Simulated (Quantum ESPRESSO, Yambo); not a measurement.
An input for Quantum ESPRESSO 7.5 (RbCl (Fm-3m)):

```
&control
  calculation = 'nscf'
  prefix = 'x'
  outdir = 'o'
  pseudo_dir = 'pseudo'
/
&system
  ibrav = 0
  nat = 2
  ntyp = 2
  ecutwfc = 50.0
  nbnd = 304
  force_symmorphic = .true.
/
&electrons
  conv_thr = 1e-9
  electron_maxstep = 80
  diago_full_acc = .true.
  diago_thr_init = 5e-6
/
ATOMIC_SPECIES
  Rb 85.468 Rb.upf
  Cl 35.45 Cl.upf
CELL_PARAMETERS angstrom
  0.0000000000 3.2895000000 3.2895000000
  3.2895000000 0.0000000000 3.2895000000
  3.2895000000 3.2895000000 -0.0000000000
ATOMIC_POSITIONS crystal
  Rb 0.0000000000 0.0000000000 0.0000000000
  Cl 0.5000000000 0.5000000000 0.5000000000
K_POINTS automatic
  4 4 4 0 0 0
```

```sh
OMP_NUM_THREADS=1 mpirun -n 4 pw.x -nk 4 -in pw.in > pw.out
```

Q: How long will it take on 4 MPI ranks of Intel Xeon 6975P-C (Granite Rapids), shared host, and how much memory?

It took 16 s; on shared hardware allow 8 s to 32 s. Peak host memory was 0.56 GiB.

[Paths, hosts, dates, memory and timing lines, banners, echoed tables and standing remarks are left out of the program output.]

[Logs are printed without paths, hosts, clocks, repeated set-up lines and the standing remarks that a program may print on its own settings, such as how far it seeks lower states.]

[Runs of the session that timed out or met a known fault of the program may be left out.]

[Hosts, paths, dates, database ids (printed as entryN), source tags and the programs' standing remarks are cut or masked in the printed files.]
